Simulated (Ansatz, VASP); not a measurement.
# HfO2: VASP beside Ansatz

```
Hf O
1.0
     5.11291    0.00000    0.00000
     0.00000    4.90260    0.00000
     0.00000    0.00000    4.92995
Hf O
4 8
Direct
  0.96699 0.73252 0.74144
  0.53301 0.73252 0.24144
  0.46699 0.26748 0.74144
  0.03301 0.26748 0.24144
  0.63213 0.92865 0.87927
  0.86787 0.92865 0.37927
  0.23395 0.53988 0.49229
  0.26605 0.53988 0.99229
  0.76605 0.46012 0.99229
  0.73395 0.46012 0.49229
  0.13213 0.07135 0.87927
  0.36787 0.07135 0.37927
```

Change from the starting cell: volume scaled by 0.94.

Alike in both runs: task single point; functional PBE; k mesh 5 × 6 × 5; occupations fermi-dirac, width 0.05 eV; no spin polarisation.

|  | VASP | Ansatz |
| --- | --- | --- |
| version | VASP 6.6.1 | Ansatz 0.2.0 |
| potentials or method | VASP PAW PBE potentials, release 64 (Hf_pv, O) | Ansatz PAW |
| plane-wave cutoff (eV) | 520 | 420 |
| valence electrons in the cell | 88 | 152 |

```tsv
	VASP	Ansatz	Ansatz less VASP
gap on the k mesh at the Fermi level (eV)	4.65	4.69	+0.038
least direct gap on the mesh (eV)	4.85	4.88	+0.027
pressure (GPa)	25.6	29.5	+3.83
largest component of the traceless stress (GPa)	1.04	1.02	-0.020
rms of the force components (eV/Å)	0.161	0.185	+0.0240
```

Atom by atom the forces differ by 0.034 eV/Å (rms over components). The two sets of potentials don't hold the same shells in valence.

Caveats: spin-orbit coupling is left out, which moves the levels of the heavy elements; an odd mesh through Γ misses points on the zone boundary, where band edges often lie (VASP); odd divisions of the mesh miss points on the zone boundary, where band edges often lie, so the gap on the mesh can be too wide (Ansatz); the pressure holds a Pulay correction of +0.9 GPa for the finite cutoff (Ansatz).
